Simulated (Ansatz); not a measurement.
# Cu: relaxing cell and atoms and elastic constants, part 2 of 2

The task, for Cu: 2 runs in a chain (relaxing cell and atoms and elastic constants).

Ansatz 0.2.0; DFT r2SCAN, scalar-relativistic, plane waves, PAW. The steps go on from the part before.

## 4. The runs side by side

This closing draws on all 2 parts.

| step | volume (Å³/atom) | pressure (GPa) | energy (eV) | gap on the mesh (eV) | time |
| --- | --- | --- | --- | --- | --- |
| 2 | 11.46 | 0.0 | -6631.253 | 0.00 | 11 s |

| quantity | value |
| --- | --- |
| relaxed cell, step 2 (conventional) | a = 3.579 Å, b = 3.579 Å, c = 3.579 Å, α = 90.00°, β = 90.00°, γ = 90.00° |
| C11, C12, C44 (relaxed-ion) | 200, 145, 88 GPa |
| B, G, E (Hill) (relaxed-ion) | 163, 55, 149 GPa |
| Poisson ratio (relaxed-ion) | 0.35 |
| Debye temperature | 364 K |

What this shows: The tensor is positive definite (least eigenvalue 55 GPa), so the crystal resists every homogeneous strain. By Pugh's rule of thumb B/G = 2.95 (over 1.75) points to a ductile solid; Young's modulus ranges from about 78 to 223 GPa with direction. Against the measured lattice constant a of Cu, 3.615 Å (300 K; quoted in “Multiple origins of extra electron diffractions in fcc metals”, 2023, arxiv:2311.10326), the calculated 3.579 Å is off by -1.0 %. That is the cell relaxed with r2SCAN, without thermal expansion or zero-point motion.
